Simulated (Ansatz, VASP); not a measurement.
SnSe: VASP beside Ansatz

```
Sn Se
1.0
     3.64253    0.00000    0.00000
     0.00000    3.64253    0.00000
     0.00000    0.00000   10.99069
Sn Se
2 2
Direct
  0.50000 0.00000 0.37223
  0.00000 0.50000 0.62777
  0.50000 0.00000 0.61604
  0.00000 0.50000 0.38396
```

Change from the starting cell: strain -0.1500 x Voigt [1, 1, 0, 0, 0, 0], atoms carried along.

Alike in both runs: task single point; functional PBE; dispersion D3(BJ); k mesh 6 × 6 × 4; occupations gaussian, width 0.05 eV; no spin polarisation.

```csv
,VASP,Ansatz
version,VASP 6.6.1,Ansatz 0.2.0
potentials or method,"VASP PAW PBE potentials, release 64 (Sn_d, Se)","scalar-relativistic, plane waves, PAW"
plane-wave cutoff (eV),520,420
valence electrons in the cell,40,60
```

|  | VASP | Ansatz | Ansatz less VASP |
| --- | --- | --- | --- |
| gap on the k mesh at the Fermi level (eV) | none | none | - |
| rms of the force components (eV/Å) | 0.739 | 0.730 | -0.0083 |

Atom by atom the forces differ by 0.010 eV/Å (rms over components). A gap of «none» marks a metal or a gap that the smearing closes. The two sets of potentials don't hold the same shells in valence. Ansatz warned: «xc_potential_rough_in_thin_density».
